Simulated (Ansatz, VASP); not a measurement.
Given: the input of a run of Ansatz 0.2.0 on CdTe. 

input.yaml

```yaml
crystal:
  lattice:
    - [0.0, 3.205, 3.205]
    - [3.205, 0.0, 3.205]
    - [3.205, 3.205, 0.0]
  atoms:
    - { symbol: Te, position: [0.75, 0.75, 0.75] }
    - { symbol: Cd, position: [0.0, 0.0, 0.0] }
kpoints:
  mp_grid: { grid: [7, 7, 7] }
scf:
  occupations: { method: gaussian, width: 0.05 }
hamiltonian:
  xc: lda
  pseudopotentials: { kind: all_electron, lapw: { basis_error: 0.001 } }
output:
  forces: true
  stress: true
  eigenvalues: true
```

Potentials or basis: all-electron LAPW, scalar-relativistic.

Launch:

```console
$ ansatz run input.yaml --threads 1 --pin off --max-ram 3072MiB --backend cpu --events-out ev --progress --plain --runs-dir out
```

Set up the same calculation for VASP 6.6.1. Potentials or basis there: LDA PAW files Cd, Te, 520 eV.

As run (cutoffs and basis follow the program's own potentials, and thresholds, step limits or extra output files can differ):

Contents of INCAR:

```
SYSTEM = CdTe
PREC = Accurate ; ENCUT = 520
EDIFF = 1E-6 ; ISMEAR = 0
SIGMA = 0.05 ; LREAL = .False.
LASPH = .True. ; NELM = 80
ALGO = Normal ; ISIF = 2
LWAVE = .False. ; LCHARG = .False.
```

KPOINTS

```
regular mesh
0
Gamma
  7 7 7
  0 0 0
```

File POSCAR:

```
CdTe
1.0
    0.0000000000      3.2050000000      3.2050000000
    3.2050000000      0.0000000000      3.2050000000
    3.2050000000      3.2050000000      0.0000000000
Te Cd
1 1
Cartesian
    4.8075000000      4.8075000000      4.8075000000
    0.0000000000      0.0000000000      0.0000000000
```

Potentials or basis: VASP PAW LDA potentials, release 64 (Te, Cd).

The run is started by

```bash
$ cat potpaw_LDA.64/Te/POTCAR potpaw_LDA.64/Cd/POTCAR > POTCAR
$ mpirun -np 1 vasp_std > vasp.out
```

Both were run:

|  | Ansatz | VASP |
| --- | --- | --- |
| Pressure | 0.0 GPa | 0.2 GPa |

Where Ansatz's input types no cutoff or centring, it takes its own default and a Γ-centred mesh.

The two programs' LDA may be different fits to the electron gas.

Pressure is positive in compression.
